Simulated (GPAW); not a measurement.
Wanted: an ASE script for a GPAW 26.7.0 run.

```yaml
Task: relaxation of cell and atoms
Functional: LDA
Potentials_or_basis: the program's PAW data sets (release 1.2.1) made for this functional
Cutoff: 600 eV
Basis: pw
k_mesh: 10 × 10 × 10
Occupations: fermi-dirac, width 0.05 eV
Spin: no spin polarisation
Maxiter: 150
Optimizer: BFGS
Fmax: 0.02 eV/Å
Max_steps: 60
```

Crystal: Zn.

```xyz
1
Lattice="0.0000 1.9648 1.9648 1.9648 0.0000 1.9648 1.9648 1.9648 0.0000" Properties=species:S:1:pos:R:3 pbc="T T T"
Zn    0.0000    0.0000    0.0000
```

This isn't the form of Zn at room conditions, which is hcp.

These files were run (other wordings do the same):

run.py

```python
from ase import Atoms
from ase.filters import FrechetCellFilter
from ase.io import write
from ase.optimize import BFGS
from gpaw import GPAW, PW

atoms = Atoms(['Zn'],
              cell=[[0.0, 1.964776, 1.964776],
                    [1.964776, 0.0, 1.964776],
                    [1.964776, 1.964776, 0.0]],
              scaled_positions=[[0.0, 0.0, 0.0]],
              pbc=True)

calc = GPAW(mode=PW(600),
            xc='LDA',
            kpts={'size': (10, 10, 10), 'gamma': True},
            occupations={'name': 'fermi-dirac', 'width': 0.05},
            nbands=13,
            convergence={'density': 1e-05, 'energy': 1e-05},
            maxiter=150,
            txt='gpaw.txt')
atoms.calc = calc
opt = BFGS(FrechetCellFilter(atoms), trajectory='relax.traj', logfile='-')
done = opt.run(fmax=0.02, steps=60)
calc.write('gs.gpw')
write('result.traj', atoms)
print('Converged:', done)
print('Cell:', atoms.cell.cellpar().round(4))
print('Volume:', round(atoms.get_volume(), 4))
print(atoms.get_scaled_positions().round(5))
```

Potentials or basis: the program's PAW data sets (release 1.2.1) made for this functional, pw.

Command:

```console
$ OMP_NUM_THREADS=1 python run.py
```

It gave:

| Item | Value |
| --- | --- |
| Relaxed volume | 13.39 Å³/atom |
| Relaxed cell | a = 2.665 Å, b = 2.665 Å, c = 2.665 Å, α = 60.00°, β = 60.00°, γ = 60.00° |
| Space group after relaxing (to 0.05 Å) | Fm-3m (No. 225) |
| Energy gained by relaxing | 58.0 meV/atom |
| Ionic steps | 5 |
| Pressure after relaxing | 0.0 GPa |
| Band gap on the k mesh | none (metal or under the smearing width) |

Caveat: later steps reuse the first step's grids.

Wall time 22 s on 1 thread of Arm Neoverse V2, with other jobs on the host, peak memory 0.15 GiB.
